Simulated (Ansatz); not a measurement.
## CdS: the gap against volume

CdS, F-43m, a = 5.879 Å. This isn't the usual stable structure of the compound. Ansatz: r2SCAN, PAW, 500 eV, Γ-centred 8×8×8 mesh on 2 atoms, Gaussian smearing 0.02 eV; no spin polarisation. Symmetry fixes shape and atoms, so the cell is only scaled; x = ln(V/V0) with V0 = 25.394 Å³/atom. The gap is read at the mesh points alone.

```tsv
x	gap y (eV)
-0.1278	1.821
-0.0943	1.751
-0.0619	1.681
-0.0305	?
0.0000	1.542
0.0296	1.474
0.0583	1.406
0.0953	1.317
```

Q: Fit a straight line to the other rows, give the volume deformation potential of the gap and its pressure coefficient, and predict the missing gap. B0 = 60.5 GPa.

A: Means x = -0.01440, y = 1.5703; Σ(Δx)² = 0.04096, ΣΔxΔy = -0.09250; the slope is their ratio. y = 1.5378 − 2.2582 x. The slope is the deformation potential a = dE_g/d ln V = -2.26 eV, and dE_g/dP = −a/B0 = 37.3 meV/GPa. At x = -0.0305 the fit asked for gives 1.607 eV. The run gave 1.612 eV, so the fit is 0.005 eV too low, within twice the rms miss on the fitted rows (0.004 eV).

Semilocal functionals give gaps under the measured ones; changes of the gap mostly carry over better.

Cost: 8 runs of about 0.5 core-minutes in all, on Intel Xeon 6975P-C (Granite Rapids) (shared hosts).